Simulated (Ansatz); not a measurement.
## MnSb

The computed numbers are results of PBE with spin–orbit coupling (two-component spinors) in the plane-wave PAW code Ansatz at 420 eV, 10×10×6 k-mesh, Gaussian smearing of 0.05 eV; PAW files: Ansatz's generated set soft_2.

```yaml
crystal:
  lattice:
    - [4.09914, 0.00000, 0.00000]
    - [-2.04957, 3.54996, 0.00000]
    - [0.00000, 0.00000, 5.59425]
  atoms:
    - { symbol: Mn, position: [0.00000, 0.00000, 0.00000] }
    - { symbol: Mn, position: [0.00000, 0.00000, 0.50000] }
    - { symbol: Sb, position: [0.33333, 0.66667, 0.25000] }
    - { symbol: Sb, position: [0.66667, 0.33333, 0.75000] }
```

The chain of runs began from a cell as deposited in COD, expanded in volume.

Magnetic state: ferromagnetic, site spin moments Mn 3.03; Sb -0.06 μB, along [001] (Cartesian), which lowers the symmetry.

The run above is the reference. The same cell was run again with other input settings; several of them aren't fit for production, so the rows show the settings' effect and aren't properties of the material.

| keys changed | outcome | ΔE (meV/atom) | P (GPa) | gap on the mesh (eV) | cell moment (μB) | largest force component (eV/Å) | SCF iterations | rough core-seconds | new warnings |
| --- | --- | --- | --- | --- | --- | --- | --- | --- | --- |
| none (reference) | converged | 0.0 | 0.0 | metal | 6.42 | 0.000 | – | – | – |
| hamiltonian.hubbard: {"sites": [{"species": "Mn", "l": "d", "u_eff": 5.0}], "double_counting": "fll"}; basis.ecutwfc: 420 → "700 eV"; hamiltonian.xc: "pbe" → "rpbe" | converged | – | 18.7 | metal | 8.14 | 0.000 | 14 | 400 | filled band counts differ across k points |
| scf.occupations.width: 0.05 → null; scf.occupations.method: "gaussian" → "tetrahedron_uncorrected" | converged | 7.5 | -0.2 | metal | 6.38 | 0.000 | 13 | 180 | band table not solved further |
| hamiltonian.xc: "pbe" → "pbesol" | converged | – | -4.4 | metal | 6.40 | 0.000 | 13 | 160 | – |
| scf.occupations.method: "gaussian" → "cold"; scf.occupations.width: 0.05 → 0.2 | converged | -0.1 | 0.0 | metal | 6.41 | 0.000 | 14 | 190 | – |
| hamiltonian.hubbard: {"sites": [{"species": "Mn", "l": "d", "u_eff": 6.0}], "double_counting": "fll"} | converged | – | 17.8 | metal | 8.22 | 0.000 | 14 | 240 | filled band counts differ across k points |

ΔE is the energy with the smearing extrapolated to zero. It is left out where the change alters the Hamiltonian or the spin treatment. The varied runs start from atomic densities (corrected by the program's trained start where that serves), with the default search for lower states unless a row changes it, while the reference went on from a saved state, so a magnet may end in another state whatever the setting.

(1) What happens with these changes: basis.xc_grid: 3; scf.occupations.method: "gaussian" → "methfessel_paxton"; scf.occupations.width: 0.05 → 0.15?

(2) What happens with these changes: scf.occupations.width: 0.05 → 0.2; basis.ecutwfc: 420 → "200 eV"?

Answers:

(1) outcome converged, ΔE (meV/atom) 0.0, P (GPa) 0.1, gap on the mesh (eV) metal, cell moment (μB) 6.43, largest force component (eV/Å) 0.000, SCF iterations 14, rough core-seconds 260.

(2) outcome converged, ΔE (meV/atom) 9645.4, P (GPa) 0.7, gap on the mesh (eV) metal, cell moment (μB) 6.85, largest force component (eV/Å) 0.000, SCF iterations 13, rough core-seconds 80, new warnings cutoff below recommended.

Of the reference: Site moments are of spin, integrated over Gaussian weights of 0.5 Å, which gives about a tenth less on f atoms than spheres do. No antiparallel order was tried. The relaxed cell is 6 % smaller in volume than the cell of this structure in the Crystallography Open Database (21.57 Å³/atom, 1988).
